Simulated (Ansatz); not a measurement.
**V (omega type): how the settings move a single-point run**

How sensitive is a single-point run of V (omega type) to its settings? A reference run comes first, then one run with altered input.

Computed with Ansatz 0.2.0 (reference: DFT, PBE, norm-conserving pseudopotentials, Ansatz's default files, scalar-relativistic, unless a step's input says otherwise).

### 1 The structure to begin with

It takes space group P6/mmm (No. 191, hexagonal). The conventional cell has a = 3.555 Å, b = 3.555 Å, c = 1.949 Å, α = 90.00°, β = 90.00°, γ = 120.00°. Around V (site symmetry 6/mmm) lie 2 V at 1.95 Å. V (site symmetry -6m2) has 5 V at 1.95 to 2.05 Å as nearest neighbours.

As a file:

```cif
data_structure
_symmetry_space_group_name_H-M 'P 1'
_symmetry_Int_Tables_number 1
_cell_length_a 3.5552
_cell_length_b 3.5552
_cell_length_c 1.9487
_cell_angle_alpha 90.000
_cell_angle_beta 90.000
_cell_angle_gamma 120.000
_cell_volume 21.33
loop_
_atom_site_label
_atom_site_type_symbol
_atom_site_fract_x
_atom_site_fract_y
_atom_site_fract_z
_atom_site_occupancy
V1 V 0.00000 0.00000 0.00000 1
V2 V 0.33333 0.66667 0.50000 1
V3 V 0.66667 0.33333 0.50000 1
```

### 2 The reference run

File input.yaml:

```yaml
crystal:
  lattice:
    - [3.5551543495, 0.0, 0.0]
    - [-1.7775771747, 3.078853981, 0.0]
    - [0.0, 0.0, 1.9487129991]
  atoms:
    - { symbol: V, position: [0.0, 0.0, 0.0] }
    - { symbol: V, position: [0.3333333333, 0.6666666667, 0.5] }
    - { symbol: V, position: [0.6666666667, 0.3333333333, 0.5] }
kpoints:
  mp_grid: { grid: [8, 8, 12] }
scf:
  occupations: { method: fermi_dirac, width: 0.08 }
hamiltonian:
  xc: pbe
  pseudopotentials: { kind: nc }
output:
  forces: true
  stress: true
  eigenvalues: true
```

Launch:

```sh
> ansatz run input.yaml --threads 1 --pin off --max-ram 3072MiB --backend cpu --events-out ev --progress --plain --runs-dir out
```

### 3 Changing settings: accuracy high

input.yaml: that of step 2 with these lines changed.

```diff
@@ -20 +20,2 @@
   eigenvalues: true
+accuracy: high
```

What does the calculation give? Wanted: for each run, ending; energy change; pressure; gap; force.

As calculated:

| run | ending | energy change | pressure (GPa) | gap (eV) | force (eV/Å) | cycles | time |
| --- | --- | --- | --- | --- | --- | --- | --- |
| reference | converged | 0 | 373.8 | 0.00 | 0.00 | 7 | 7.9 s |
| 1: accuracy high | converged | 0.0 meV/atom | 373.8 | 0.00 | 0.00 | 10 | 11 s |

Residual by cycle in the longest SCF loop of each run; runs are numbered as in the table. The quantity is the density residual dr2, in eV.

| cycle | reference | run 1 |
| --- | --- | --- |
| 1 | 0.632 | 0.632 |
| 2 | 0.124 | 0.124 |
| 3 | 1.74 | 1.74 |
| 4 | 0.00428 | 0.00429 |
| 5 | 7.9e-5 | 8.0e-5 |
| 6 | 1.3e-6 | 1.3e-6 |
| 7 | 4.9e-8 | 4.9e-8 |
| 8 | - | 1.8e-9 |
| 9 | - | 7.6e-11 |
| 10 | - | 1.4e-12 |

What this shows: The changed input (accuracy level) leaves the energy the same to the digits printed. The structure is not at rest: the sound run finds 374 GPa, so these are no properties of the relaxed crystal. 
